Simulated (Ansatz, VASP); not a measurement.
# One calculation of Zr3S, two programs

```
Zr S
1.0
     4.25734    0.00000    0.00000
     0.00000    4.25734    0.00000
     0.00000    0.00000    4.25734
Zr S
3 1
Direct
  0.00000 0.50000 0.50000
  0.50000 0.00000 0.50000
  0.50000 0.50000 0.00000
  0.00000 0.00000 0.00000
```

Alike in both runs: functional PBE; k mesh 12 × 12 × 12; occupations gaussian, width 0.1 eV; no spin polarisation.

Ansatz relaxed the structure, and its values are those at the end. VASP's run is a single point on that final structure, the one shown.

|  | VASP | Ansatz |
| --- | --- | --- |
| version | VASP 6.6.1 | Ansatz 0.2.0 |
| potentials or method | VASP PAW PBE potentials, release 64 (Zr_sv, S) | scalar-relativistic, plane waves, PAW |
| plane-wave cutoff (eV) | 520 | 420 |
| valence electrons in the cell | 42 | 42 |

|  | VASP | Ansatz | Ansatz less VASP |
| --- | --- | --- | --- |
| gap on the k mesh at the Fermi level (eV) | none | none | - |
| pressure (GPa) | 0.1 | 0.0 | -0.08 |

A gap of «none» marks a metal or a gap that the smearing closes.
